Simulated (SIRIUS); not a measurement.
## BN in SIRIUS: convergence with smearing width

Input of the first run (smearing width 0.4 eV); the others differ in this setting and in those tied to it:

File sirius.json:

```json
{
  "control": {
    "processing_unit": "cpu",
    "verbosity": 2,
    "num_bands_to_print": 15,
    "print_forces": true,
    "print_stress": true
  },
  "parameters": {
    "electronic_structure_method": "pseudopotential",
    "xc_functionals": ["XC_GGA_X_PBE", "XC_GGA_C_PBE"],
    "gk_cutoff": 9.2,
    "pw_cutoff": 18.4,
    "ngridk": [6, 6, 2],
    "shiftk": [0, 0, 0],
    "smearing": "methfessel_paxton",
    "smearing_width": 0.0146997289,
    "num_bands": 15,
    "num_mag_dims": 0,
    "num_dft_iter": 100,
    "energy_tol": 1e-08,
    "density_tol": 1e-06
  },
  "iterative_solver": {
    "type": "davidson",
    "min_tolerance": 1e-10
  },
  "mixer": {
    "type": "anderson",
    "beta": 0.7,
    "max_history": 8
  },
  "settings": {
    "tol_ne": 1e-10
  },
  "unit_cell": {
    "lattice_vectors": [
      [4.720989393585, 0.0, 0.0],
      [-2.360494696793, 4.088496745935, 0.0],
      [0.0, 0.0, 12.539655645179]
    ],
    "atom_coordinate_units": "lattice",
    "atom_types": ["N", "B"],
    "atom_files": {
      "N": "N.json",
      "B": "B.json"
    },
    "atoms": {
      "N": [
        [0.696744, 0.345271, 0.242448],
        [0.328953, 0.649035, 0.768381]
      ],
      "B": [
        [0.684262, 0.310667, 0.775882],
        [0.306636, 0.611724, 0.2541]
      ]
    }
  }
}
```

Potentials or basis: PseudoDojo 0.5 PBE stringent (scalar relativistic).

The run is started by

```bash
$ upf_to_json N.upf
$ upf_to_json B.upf
$ OMP_NUM_THREADS=1 sirius.scf --input=sirius.json --output=out.json --task=0
```

The cell isn't the ideal one: atoms moved at random, drawn with an rms of 0.15 Å.

Hardware: 1 thread of Arm Neoverse V1, with other jobs on the host.

```tsv
smearing width	largest force (eV/Å)	gap on the mesh (eV)	SCF cycles	CPU time (s)	peak memory (GiB)
0.4 eV	6.210	3.471	21	62	0.31
0.3 eV	6.229	3.463	21	62	0.31
0.2 eV	6.228	3.463	21	62	0.31
0.136 eV	6.228	3.463	21	62	0.31
0.1 eV	6.228	3.463	21	62	0.31
0.05 eV	6.228	3.463	21	62	0.31
0.025 eV	6.228	3.463	21	62	0.31
0.01 eV	6.228	3.463	21	62	0.31
```

Against the tightest run, the largest force stays within 0.005 eV/Å from 0.3 eV on; the gap on the mesh stays within 0.01 eV from 0.4 eV on. The tightest run that finished is the yardstick and may itself not be fully converged.

Caveat, for the tightest run too: the k mesh is coarse (spacing up to 0.48 Å⁻¹), so the values aren't converged; this version's Methfessel-Paxton entropy term is faulty, so the free energy in the log is wrong and no energy is listed.
